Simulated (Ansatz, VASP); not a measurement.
# Au in VASP and in Ansatz

The input INCAR:

```
SYSTEM = Au
ALGO = Normal
EDIFF = 1E-6
ENCUT = 520
ISIF = 2
ISMEAR = -1
LASPH = .TRUE.
LCHARG = .TRUE.
LELF = .TRUE.
LREAL = .FALSE.
LVHAR = .TRUE.
LWAVE = .FALSE.
NBANDS = 12
NELM = 100
PREC = Accurate
SIGMA = 0.08
```

Contents of KPOINTS:

```
k-points
0
G
  18 18 18
  0 0 0
```

Contents of POSCAR:

```
Au
1.0
    0.0000000000      1.7443258137      1.7443258137
    1.7443258137      0.0000000000      1.7443258137
    1.7443258137      1.7443258137      0.0000000000
Au
1
Direct
    0.0000000000      0.0000000000      0.0000000000
```

Input for Ansatz:

```yaml
crystal:
  lattice:
    - [0.0, 1.7443258137, 1.7443258137]
    - [1.7443258137, 0.0, 1.7443258137]
    - [1.7443258137, 1.7443258137, 0.0]
  atoms:
    - { symbol: Au, position: [0.0, 0.0, 0.0] }
kpoints:
  mp_grid: { grid: [18, 18, 18] }
scf:
  occupations: { method: fermi_dirac, width: 0.08 }
hamiltonian:
  xc: lda
  pseudopotentials: { kind: paw }
output:
  forces: true
  stress: true
  eigenvalues: true
  populations: true
```

Change from the starting cell: volume scaled by 0.64, PAW files.

Alike in both runs: task single point; functional LDA; k mesh 18 × 18 × 18; occupations fermi-dirac, width 0.08 eV; no spin polarisation.

|  | VASP | Ansatz |
| --- | --- | --- |
| version | VASP 6.6.1 | Ansatz 0.2.0 |
| potentials or method | VASP PAW LDA potentials, release 64 (Au) | PAW with Ansatz's default frozen-core files, scalar-relativistic |
| plane-wave cutoff (eV) | 520 | 420 |
| valence electrons in the cell | 11 | 19 |

|  | VASP | Ansatz | Ansatz less VASP |
| --- | --- | --- | --- |
| pressure (GPa) | 298.7 | 293.0 | -5.63 |

The two sets of potentials don't hold the same shells in valence.

Caveats: the cell as given lies far from equilibrium; so large a pressure means that the cell lies far from this level's equilibrium, or that cutoff or potentials fall short (VASP). Spin-orbit coupling is left out, which matters for the levels of Au.
